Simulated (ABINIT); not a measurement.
# ZnSe (Stilleite) (F-43m) in ABINIT: further runs

The runs below take ZnSe (Stilleite) through band structure, equation of state, phonons, with rPW86PBE, PBE+D2, PBE+D3, PBEsol.

All numbers are computed with ABINIT 10.8.3 (patched build); they aren't measurements. Logs are shortened: lines on timing, memory, paths and dates and some standing lists are left out, and cuts for length are marked. The log counts tension as positive stress, the text compression.

**Experimental background.**

From “Alloy Disordering Effects on the Thermal Conductivity and Energy Gap Temperature Dependence of Cd1−xZnxSe Ternary Crystals Grown by the Bridgman Method”, 2023, pmc:10253836, for a bulk crystal of ZnSe at 300 K: band gap 2.695 ± 0.003 eV (an exciton energy, a little under the gap).

How close the calculation comes is told below.

## Step 1: The crystal as given

Symmetry: F-43m, No. 216, cubic system. The conventional cell has a = 5.668 Å, b = 5.668 Å, c = 5.668 Å, α = 90.00°, β = 90.00°, γ = 90.00°. Se (site symmetry -43m) has 4 Zn at 2.45 Å as nearest neighbours. Around Zn (site symmetry -43m) lie 4 Se at 2.45 Å.

## Step 2: Band structure, rPW86PBE

Input file run.abi:

```
ndtset 2

pp_dirpath "./"
pseudos "Se.GGA_PBE-JTH.xml, Zn.GGA_PBE-JTH.xml"

acell 7.5732633804 7.5732633804 7.5732633804
rprim
     0.0000000000     0.7071067812     0.7071067812
     0.7071067812     0.0000000000     0.7071067812
     0.7071067812     0.7071067812     0.0000000000
ntypat 2
znucl 34 30
natom 2
typat 1 2
xred
     0.7500000000     0.7500000000     0.7500000000
     0.0000000000     0.0000000000     0.0000000000

ecut 20.0
pawecutdg 40.0

ixc -144130

occopt 3
tsmear 0.05 eV

nstep 100

iomode 3
prtwf 0
prteig 0
prtebands 0
enunit 2
prtden1 1

kptopt1 1
ngkpt1 8 8 8
nshiftk1 1
shiftk1 0.0 0.0 0.0
nband1 13
tolvrs1 1.0e-9

iscf2 -2
getden2 1
nband2 17
nbdbuf2 2
tolwfr2 1.0e-12
kptopt2 -9
ndivsm2 6
prteig2 1
prtvol2 -3
kptbounds2
     0.0000000000     0.0000000000     0.0000000000
     0.5000000000     0.0000000000     0.5000000000
     0.5000000000     0.2500000000     0.7500000000
     0.3750000000     0.3750000000     0.7500000000
     0.0000000000     0.0000000000     0.0000000000
     0.5000000000     0.5000000000     0.5000000000
     0.6250000000     0.2500000000     0.6250000000
     0.5000000000     0.2500000000     0.7500000000
     0.5000000000     0.5000000000     0.5000000000
     0.3750000000     0.3750000000     0.7500000000
```

Potentials or basis: JTH PAW PBE v2.0.

Run with:

```sh
> abinit run.abi > log 2>&1
```

run.abo:

```text
.Version 10.8.3 of ABINIT
 DATASET    1 : space group F-4 3 m (#216); Bravais cF (face-center cubic)
================================================================================
 Values of the parameters that define the memory need for DATASET  1.
     intxc =       0    ionmov =       0      iscf =      17    lmnmax =      18
     lnmax =       6     mgfft =      32  mpssoang =       3    mqgrid =    3001
     natom =       2  nloc_mem =       2    nspden =       1   nspinor =       1
    nsppol =       1      nsym =      24    n1xccc =       1    ntypat =       2
    occopt =       3   xclevel =       2
       mpw =        1329          nfft =       32768          nkpt =          29
 PAW method is used; the additional fine FFT grid is defined by:
   mgfftf=        45    nfftf =     91125
================================================================================
================================================================================

 DATASET    2 : space group F-4 3 m (#216); Bravais cF (face-center cubic)
================================================================================
 Values of the parameters that define the memory need for DATASET  2.
     intxc =       0    ionmov =       0      iscf =      -2    lmnmax =      18
     lnmax =       6     mgfft =      32  mpssoang =       3    mqgrid =    3001
     natom =       2  nloc_mem =       2    nspden =       1   nspinor =       1
    nsppol =       1      nsym =      24    n1xccc =       1    ntypat =       2
    occopt =       3   xclevel =       2
       mpw =        1335          nfft =       32768          nkpt =         103
 PAW method is used; the additional fine FFT grid is defined by:
   mgfftf=        45    nfftf =     91125
================================================================================
================================================================================

--------------------------------------------------------------------------------
------------- Echo of variables that govern the present computation ------------
--------------------------------------------------------------------------------
 -outvars: echo values of preprocessed input variables --------
            acell      7.5732633804E+00  7.5732633804E+00  7.5732633804E+00 Bohr
              amu      7.89600000E+01  6.53900000E+01
             ecut      2.00000000E+01 Hartree
           enunit           2
           getden1          0
           getden2          1
             iscf1         17
             iscf2         -2
              ixc     -144130
[... 1077 lines left out ...]
   0.58209
 kpt#   3, nband= 17, wtk=  1.00000, kpt=  0.0588  0.0000  0.0588 (reduced coord)
  -0.39037   -0.14441   -0.14408   -0.14408   -0.13105   -0.13090    0.07992    0.09418
   0.09418    0.15891    0.30335    0.31691    0.31691    0.47157    0.49740    0.52705
   0.58490
 kpt#   4, nband= 17, wtk=  1.00000, kpt=  0.0882  0.0000  0.0882 (reduced coord)
  -0.38900   -0.14449   -0.14378   -0.14378   -0.13117   -0.13082    0.06585    0.08972
   0.08972    0.17419    0.29515    0.32383    0.32383    0.47227    0.48890    0.52934
   0.59057
 kpt#   5, nband= 17, wtk=  1.00000, kpt=  0.1176  0.0000  0.1176 (reduced coord)
[... 380 lines left out ...]
  -0.35642   -0.14076   -0.13817   -0.13273   -0.13038   -0.12265   -0.07928   -0.00564
   0.04333    0.23699    0.31985    0.39516    0.39941    0.46956    0.53648    0.62653
   0.66523
 kpt# 101, nband= 17, wtk=  1.00000, kpt=  0.4000  0.4000  0.7000 (reduced coord)
  -0.35525   -0.14078   -0.13758   -0.13303   -0.13034   -0.12205   -0.07735   -0.01258
   0.03911    0.23431    0.31900    0.40201    0.41443    0.45856    0.53464    0.65170
   0.67986
 kpt# 102, nband= 17, wtk=  1.00000, kpt=  0.3875  0.3875  0.7250 (reduced coord)
  -0.35433   -0.14085   -0.13709   -0.13332   -0.13025   -0.12152   -0.07664   -0.01580
   0.03539    0.23105    0.31204    0.41661    0.42803    0.44947    0.53667    0.66383
   0.70432
 kpt# 103, nband= 17, wtk=  1.00000, kpt=  0.3750  0.3750  0.7500 (reduced coord)
  -0.35379   -0.14097   -0.13672   -0.13368   -0.13011   -0.12134   -0.07678   -0.01524
   0.03233    0.22809    0.30171    0.42973    0.43871    0.44787    0.54374    0.66285
   0.72597
 Eigenvalues (   eV  ) for nkpt= 103  k points:
 kpt#   1, nband= 17, wtk=  1.00000, kpt=  0.0000  0.0000  0.0000 (reduced coord)
 -10.65264   -3.92776   -3.92776   -3.92776   -3.56370   -3.56370    2.66661    2.66661
   2.66661    3.80120    8.46551    8.46551    8.46551   12.51915   14.29171   14.29171
  15.79024
 kpt#   2, nband= 17, wtk=  1.00000, kpt=  0.0294  0.0000  0.0294 (reduced coord)
 -10.64505   -3.92805   -3.92579   -3.92579   -3.56420   -3.56311    2.50891    2.64007
   2.64007    3.96708    8.40937    8.50566    8.50566   12.60333   14.04346   14.30432
  15.83938
 kpt#   3, nband= 17, wtk=  1.00000, kpt=  0.0588  0.0000  0.0588 (reduced coord)
 -10.62243   -3.92956   -3.92072   -3.92072   -3.56613   -3.56184    2.17467    2.56265
   2.56265    4.32405    8.25452    8.62346    8.62346   12.83217   13.53490   14.34176
  15.91585
 kpt#   4, nband= 17, wtk=  1.00000, kpt=  0.0882  0.0000  0.0882 (reduced coord)
 -10.58526   -3.93176   -3.91239   -3.91239   -3.56936   -3.55969    1.79192    2.44153
   2.44153    4.73995    8.03154    8.81183    8.81183   12.85117   13.30374   14.40412
  16.07016
 kpt#   5, nband= 17, wtk=  1.00000, kpt=  0.1176  0.0000  0.1176 (reduced coord)
[... 381 lines left out ...]
   1.17918    6.44874    8.70361   10.75286   10.86840   12.77728   14.59824   17.04877
  18.10181
 kpt# 101, nband= 17, wtk=  1.00000, kpt=  0.4000  0.4000  0.7000 (reduced coord)
  -9.66681   -3.83085   -3.74387   -3.61981   -3.54675   -3.32103   -2.10485   -0.34243
   1.06430    6.37598    8.68038   10.93937   11.27719   12.47795   14.54839   17.73372
  18.50000
 kpt# 102, nband= 17, wtk=  1.00000, kpt=  0.3875  0.3875  0.7250 (reduced coord)
  -9.64186   -3.83272   -3.73035   -3.62796   -3.54415   -3.30684   -2.08561   -0.43007
   0.96293    6.28730    8.49092   11.33649   11.64730   12.23076   14.60340   18.06370
  19.16555
 kpt# 103, nband= 17, wtk=  1.00000, kpt=  0.3750  0.3750  0.7500 (reduced coord)
  -9.62702   -3.83595   -3.72044   -3.63756   -3.54045   -3.30172   -2.08930   -0.41482
   0.87968    6.20655    8.20986   11.69360   11.93779   12.18717   14.79584   18.03709
  19.75477

== END DATASET(S) ==============================================================
================================================================================

 -outvars: echo values of variables after computation  --------
            acell      7.5732633804E+00  7.5732633804E+00  7.5732633804E+00 Bohr
           etotal1    -7.3992733024E+01
            fcart1    -7.8565358855E-31 -7.8565358855E-31  2.3569607656E-30
                       7.8565358855E-31  7.8565358855E-31 -2.3569607656E-30
            rprim      0.0000000000E+00  7.0710678120E-01  7.0710678120E-01
                       7.0710678120E-01  0.0000000000E+00  7.0710678120E-01
                       7.0710678120E-01  7.0710678120E-01  0.0000000000E+00
           strten1    -1.5206496266E-04 -1.5206496266E-04 -1.5206496266E-04
                       0.0000000000E+00  0.0000000000E+00  0.0000000000E+00
           xangst      4.2506999972E+00  4.2506999972E+00  4.2506999972E+00
                       0.0000000000E+00  0.0000000000E+00  0.0000000000E+00
             xred      7.5000000000E-01  7.5000000000E-01  7.5000000000E-01
                       0.0000000000E+00  0.0000000000E+00  0.0000000000E+00
 Calculation completed.
```

Run time: 96 s. Hardware: 1 thread of Arm Neoverse V1, shared host; peak memory 0.13 GiB.

What came out:

```yaml
Free_energy: -2013.4448 eV
Band_gap_on_the_k_mesh: 1.13 eV, direct
Valence_electrons_inside_the_program's_atomic_spheres: Se 4.03; Zn 10.79
```

Levels at the corners of the path, in eV from the valence-band top:
| point | band 7 | band 8 | band 9 | band 10 | band 11 | band 12 |
| --- | --- | --- | --- | --- | --- | --- |
| Γ | 0.00 | 0.00 | 0.00 | 1.13 | 5.80 | 5.80 |
| X | -4.79 | -2.18 | -2.18 | 2.97 | 3.39 | 10.65 |
| W | -4.73 | -2.76 | -2.66 | 5.45 | 5.48 | 6.95 |
| K | -4.76 | -3.08 | -1.79 | 3.54 | 5.54 | 9.03 |
| Γ | 0.00 | 0.00 | 0.00 | 1.13 | 5.80 | 5.80 |
| L | -5.24 | -0.87 | -0.87 | 2.43 | 6.39 | 6.39 |
| U | -4.76 | -3.08 | -1.79 | 3.54 | 5.54 | 9.03 |
| W | -4.73 | -2.76 | -2.66 | 5.45 | 5.48 | 6.95 |
| L | -5.24 | -0.87 | -0.87 | 2.43 | 6.39 | 6.39 |
| K | -4.76 | -3.08 | -1.79 | 3.54 | 5.54 | 9.03 |

Caveat: the cutoff is too short for stress, so the log's stress isn't used; the PAW data sets were made with another functional, which shifts forces and pressure a little.

## Step 3: Equation of state, PBE+D2

Input file run.abi:

```
# Datasets: one volume each
ndtset 7
getwfk -1
scalecart1 3*0.9795861087
scalecart2 3*0.9864848297
scalecart3 3*0.9932883884
scalecart4 3*1.0000000000
scalecart5 3*1.0066227096
scalecart6 3*1.0131594038
scalecart7 3*1.0196128224

# Pseudopotentials
pp_dirpath "./"
pseudos "Se.GGA_PBE-JTH.xml, Zn.GGA_PBE-JTH.xml"

# Structure
acell 3*1.0
rprim
     0.0000000000     5.3551058920     5.3551058920
     5.3551058920     0.0000000000     5.3551058920
     5.3551058920     5.3551058920     0.0000000000
ntypat 2
znucl 34 30
natom 2
typat 1 2
xred
     0.7500000000     0.7500000000     0.7500000000
     0.0000000000     0.0000000000     0.0000000000

# Plane-wave basis
ecut 20.0
pawecutdg 40.0

# k points
kptopt 1
ngkpt 8 8 8
nshiftk 1
shiftk 0.0 0.0 0.0

# Exchange and correlation
ixc 11
vdw_xc 5

# Bands and occupations
nband 13
occopt 3
tsmear 0.05 eV

# SCF cycle
nstep 100
tolvrs 1.0e-9

# Output
iomode 3
prtwf 1
prtden 0
prteig 0
prtebands 0
enunit 2
```

Potentials or basis: JTH PAW PBE v2.0.

Run with:

```sh
> abinit run.abi > log 2>&1
```

run.abo:

```text
.Version 10.8.3 of ABINIT
 DATASET    1 : space group F-4 3 m (#216); Bravais cF (face-center cubic)
================================================================================
 Values of the parameters that define the memory need for DATASET  1.
     intxc =       0    ionmov =       0      iscf =      17    lmnmax =      18
     lnmax =       6     mgfft =      30  mpssoang =       3    mqgrid =    3001
     natom =       2  nloc_mem =       2    nspden =       1   nspinor =       1
    nsppol =       1      nsym =      24    n1xccc =       1    ntypat =       2
    occopt =       3   xclevel =       2
       mpw =        1249          nfft =       27000          nkpt =          29
 PAW method is used; the additional fine FFT grid is defined by:
   mgfftf=        45    nfftf =     91125
================================================================================
================================================================================
[... 71 lines left out ...]
 DATASET    7 : space group F-4 3 m (#216); Bravais cF (face-center cubic)
[... 1599 lines left out ...]
                      -3.1426143542E-30 -2.9549801687E-47  3.1426143542E-30
            fcart5    -1.5609693306E-30 -1.5609693306E-30  4.6829079917E-30
                       1.5609693306E-30  1.5609693306E-30 -4.6829079917E-30
[... 38 lines left out ...]
                       0.0000000000E+00  0.0000000000E+00  0.0000000000E+00
           xangst1     4.1639266695E+00  4.1639266695E+00  4.1639266695E+00
                       0.0000000000E+00  0.0000000000E+00  0.0000000000E+00
           xangst2     4.1932510628E+00  4.1932510628E+00  4.1932510628E+00
                       0.0000000000E+00  0.0000000000E+00  0.0000000000E+00
           xangst3     4.2221709497E+00  4.2221709497E+00  4.2221709497E+00
                       0.0000000000E+00  0.0000000000E+00  0.0000000000E+00
           xangst4     4.2506999971E+00  4.2506999971E+00  4.2506999971E+00
                       0.0000000000E+00  0.0000000000E+00  0.0000000000E+00
           xangst5     4.2788511488E+00  4.2788511488E+00  4.2788511488E+00
                       0.0000000000E+00  0.0000000000E+00  0.0000000000E+00
           xangst6     4.3066366748E+00  4.3066366748E+00  4.3066366748E+00
                       0.0000000000E+00  0.0000000000E+00  0.0000000000E+00
           xangst7     4.3340682213E+00  4.3340682213E+00  4.3340682213E+00
                       0.0000000000E+00  0.0000000000E+00  0.0000000000E+00
             xred      7.5000000000E-01  7.5000000000E-01  7.5000000000E-01
                       0.0000000000E+00  0.0000000000E+00  0.0000000000E+00
 Calculation completed.
```

Wall time 3.4 min (1 thread of Arm Neoverse V1, shared host); peak memory 0.15 GiB.

Results:

| Quantity | Value |
| --- | --- |
| Equilibrium volume | 22.49 Å³/atom |
| Bulk modulus | 63 GPa |
| Pressure derivative of the bulk modulus | 4.3 |

Energy against volume, from the lowest point:
```csv
volume (Å³/atom),energy (meV/atom)
21.391,11.23
21.846,3.50
22.301,0.00
22.757,0.32
23.212,3.95
23.667,10.73
24.122,20.20
```

Caveat: the cutoff is too short for stress, so the log's stress isn't used; pressures at fixed basis lie under the slope of the energies.

## Step 4: Equation of state, PBE+D3

run.abi: that of step 3 with these lines changed.

```diff
@@ -1,2 +1 @@
-# Datasets: one volume each
 ndtset 7
@@ -11,3 +10,2 @@
 
-# Pseudopotentials
 pp_dirpath "./"
@@ -15,3 +13,2 @@
 
-# Structure
 acell 3*1.0
@@ -29,3 +26,2 @@
 
-# Plane-wave basis
 ecut 20.0
@@ -33,3 +29,2 @@
 
-# k points
 kptopt 1
@@ -39,7 +34,5 @@
 
-# Exchange and correlation
 ixc 11
-vdw_xc 5
+vdw_xc 6
 
-# Bands and occupations
 nband 13
@@ -48,3 +41,2 @@
 
-# SCF cycle
 nstep 100
@@ -52,3 +44,2 @@
 
-# Output
 iomode 3
```

Run with:

```sh
> abinit run.abi > log 2>&1
```

Run time: 3.4 min. Hardware: 1 thread of Arm Neoverse V1, shared host; peak memory 0.15 GiB.

Results (log left out):

```
Equilibrium volume                      : 22.65 Å³/atom
Bulk modulus                            : 65 GPa
Pressure derivative of the bulk modulus : 4.2
```

Energy against volume, from the lowest point:
```tsv
volume (Å³/atom)	energy (meV/atom)
21.391	15.48
21.846	6.00
22.301	0.98
22.757	0.00
23.212	2.55
23.667	8.45
24.122	17.21
```

Caveat: the cutoff is too short for stress, so the log's stress isn't used; pressures at fixed basis lie under the slope of the energies.

(Part 1 of 2 ends here.)
